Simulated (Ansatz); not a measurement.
A series in volume scale on V

Plane-wave DFT, scalar-relativistic PAW made under PBE with cores redone for the functional, no dispersion; the given relaxed cell is scaled uniformly, energy at zero smearing counts from the unscaled cell, pressure at the given Fermi-Dirac smearing is positive in compression. The results are calculated, by Ansatz 0.2.0.

The cell before it is scaled or strained (space group P6/mmm, No. 191):
```
V
1.0
      4.4528     0.0000     0.0000
     -2.2264     3.8562     0.0000
      0.0000     0.0000     2.3900
V
3
Direct
  1.00000 1.00000 0.00000
  0.33333 0.66667 0.50000
  0.66667 0.33333 0.50000
```

Settings of every row: spin polarised no; functional PBE; wave cutoff 420 eV; smearing width 0.1 eV; k mesh 11x11x17.

Atom starting moment: 0 on all atoms.

Limits: the cell comes from a prototype or a list of computed structures and needn't be the stable phase.

```
row  volume scale  V (Å³/atom)  energy change per atom (meV)  pressure (GPa)
  1          0.88       12.038                        127.94           28.42
  2          0.92       12.585                         52.02              17
  3          0.96       13.132                         11.46            7.63
  4          1.04       14.227                         12.45           -6.42
  5          1.08       14.774                         44.57          -11.63
  6          1.12       15.321                             ?               ?
```

Question: what energy change per atom and pressure should row 6 give?

Worked fit of energy change per atom. Take u = (V_r/V)^(2/3) − 1 with V_r = 13.132 Å³ an atom, which is twice the finite (Eulerian) strain; such expansions in the strain, on which the Birch-Murnaghan equation of state is built, carry the rest volume and the bulk modulus. The shown rows have u = 0.0597, 0.02877, 0, -0.05199, -0.07554. Least squares give energy change per atom = 11.471 + 897.29 × u + 17665.3 × u² meV; a straight line predicts inner rows, each left out in turn, worse (root mean square 36 against 0.15 meV). The rows lie off it by -0.06, 0.11, -0.01, -0.12, 0.08 (root mean square 0.086 meV). Its lowest point lies at u = -0.0254, or V = 13.65 Å³ an atom, and the curvature there gives the bulk modulus at fixed shape and fractions, B = (4/9)(1 + u)² E″(u)/V = 175 GPa. Letting shape and atoms relax would as a rule lower it, by much in layered, chain or molecular crystals. The withheld row has u = -0.09768, so the fit gives 11.471 + 897.29 × (-0.09768) + 17665.3 × (-0.09768)² = 92.38 meV.

The calculation gave 92.83 meV. The fit lies 0.45 meV (0.39 % of the column's range) below it; its largest miss of a shown row is 0.12 meV. This row lies beyond the range of the fit.

Worked fit of pressure. Take u = (V_r/V)^(2/3) − 1 with V_r = 13.132 Å³ an atom, which is twice the finite (Eulerian) strain; such expansions in the strain, on which the Birch-Murnaghan equation of state is built, carry the rest volume and the bulk modulus. The shown rows have u = 0.0597, 0.02877, 0, -0.05199, -0.07554. Least squares give pressure = 7.63 + 306.79 × u + 689.9 × u² GPa; a straight line predicts inner rows, each left out in turn, worse (root mean square 1.4 against 0.042 GPa). The rows lie off it by 0.02, -0.03, 0.00, 0.04, -0.02. The pressure vanishes at u = -0.0264, or V = 13.67 Å³ an atom, and there the bulk modulus at fixed shape and fractions is B = −V dP/dV = (2/3)(1 + u) dP/du = 175 GPa. Letting shape and atoms relax would as a rule lower it, by much in layered, chain or molecular crystals. The withheld row has u = -0.09768, so the fit gives 7.63 + 306.79 × (-0.09768) + 689.9 × (-0.09768)² = -15.75 GPa.

The calculation gave -15.9 GPa. The fit lies 0.15 GPa (0.34 % of the column's range) above it; its largest miss of a shown row is 0.04 GPa. This row lies beyond the range of the fit.
